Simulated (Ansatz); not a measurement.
## Calculated O-17 NMR of the central transition for YH3O3

Cell: a computed structure from the Materials Project (it need not be an observed phase), taken as it stands.

```cif
data_YH3O3
_symmetry_space_group_name_H-M 'P2_1/m'
_symmetry_Int_Tables_number 11
_cell_length_a 6.3333
_cell_length_b 3.5147
_cell_length_c 6.4401
_cell_angle_alpha 90.000
_cell_angle_beta 118.481
_cell_angle_gamma 90.000
loop_
_atom_site_label
_atom_site_type_symbol
_atom_site_symmetry_multiplicity
_atom_site_Wyckoff_symbol
_atom_site_fract_x
_atom_site_fract_y
_atom_site_fract_z
Y Y 2 e 0.3421 0.2500 0.1733
H3 H 2 e 0.8527 0.2500 0.6369
H4 H 2 e 0.2666 0.2500 0.6327
H5 H 2 e 0.8597 0.2500 0.1948
O9 O 2 e 0.9069 0.2500 0.8058
O10 O 2 e 0.3902 0.2500 0.5839
O11 O 2 e 0.6866 0.2500 0.0933
```

One atom of each set is listed.

Method: Kohn–Sham DFT in Ansatz, r2SCAN, plane waves and PAW (field gradients read without the response of the frozen cores, which leaves them typically 4 to 6 % off), scalar-relativistic, 500 eV cutoff, Γ-centred 4×6×4 k-points, Fermi–Dirac smearing 0.02 eV.

O-17 has I = 5/2 and Q = -25.58 mb (Pyykkö 2018); at 18.8 T its Larmor frequency is ν₀ = 108.6 MHz. Only the quadrupole interaction is simulated: positions count from each site's isotropic chemical shift, and J coupling is left out, as are shift anisotropy and dipolar coupling, which fast spinning averages.

Problem. What does the O-17 spectrum (fast magic-angle spinning) show for each site?

Solution. 

```json
{"site": "O9", "first shell": "1 H at 0.97 Å; also 3 Y at 2.41–2.64 Å", "C_Q (MHz)": "-7.94", "η": "0.02", "P_Q (MHz)": "7.94", "δ_QIS (ppm)": "-32.1", "breadth (kHz)": "7.53"}
{"site": "O10", "first shell": "1 H at 0.97 Å; also 3 Y at 2.42–2.51 Å", "C_Q (MHz)": "-8.15", "η": "0.03", "P_Q (MHz)": "8.15", "δ_QIS (ppm)": "-33.8", "breadth (kHz)": "7.94"}
{"site": "O11", "first shell": "1 H at 0.97 Å; also 3 Y at 2.40–2.47 Å", "C_Q (MHz)": "-7.83", "η": "0.08", "P_Q (MHz)": "7.84", "δ_QIS (ppm)": "-31.3", "breadth (kHz)": "7.45"}
```

δ_QIS = −(ν_Q²/30ν₀²)[I(I+1) − 3/4](1 + η²/3) × 10⁶ ppm with ν_Q = 3|C_Q|/[2I(2I−1)]; it falls as 1/B₀² in ppm, and the breadth as 1/B₀ in kHz.

At O9, O10 and O11 V_zz points along its bond to H (within 3°) in each case.

At this cell the principal stresses reach 5 GPa in size with r2SCAN, which can matter for small gradients. The largest force is 0.5 eV/Å, so the atoms aren't at the calculated equilibrium and relaxing them would move these values.
